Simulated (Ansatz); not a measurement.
Crystal: BP.

```
P B
1.0
     0.00000    2.26900    2.26900
     2.26900    0.00000    2.26900
     2.26900    2.26900    0.00000
P B
1 1
Direct
  0.75000 0.75000 0.75000
  0.00000 0.00000 0.00000
```

| Item | Value |
| --- | --- |
| Program | Ansatz 0.2.0 |
| Task | relaxation of cell and atoms |
| Functional | PBEsol |
| Dispersion | D3(BJ) |
| Potentials or basis | Ansatz PAW |
| Cutoff | 420 eV (not typed: the program's choice for these potentials) |
| k mesh | 10 × 10 × 10 |
| Occupations | fermi-dirac, width 0.05 eV |
| Spin | no spin polarisation |

At the start: volume 11.68 Å³/atom.

Question: Where does the relaxation end?

Answer: It ends after 5 steps and the volume is 11.31 Å³/atom (-3.2 %); space group F-43m (No. 216, to 0.05 Å).

Step by step:
```tsv
step	energy change (eV)	largest force (eV/Å)	volume (Å³)
1	0.0000	0.0000	23.36
2	-0.0108	0.0000	22.94
3	-0.0137	0.0000	22.60
4	-0.0137	0.0000	22.61
5	-0.0131	0.0000	22.61
```

Final structure:
```
CELL_PARAMETERS angstrom
0.00000 2.24441 2.24441
2.24441 0.00000 2.24441
2.24441 2.24441 0.00000
ATOMIC_POSITIONS crystal
P 0.75000 0.75000 0.75000
B 0.00000 0.00000 0.00000
```

Caveat: the plane-wave basis is chosen anew once the cell has moved, so the energies of steps on either side of that aren't comparable; the PAW data sets come from PBE, with cores solved anew for the run's functional, which leaves a small shift of forces and pressure.
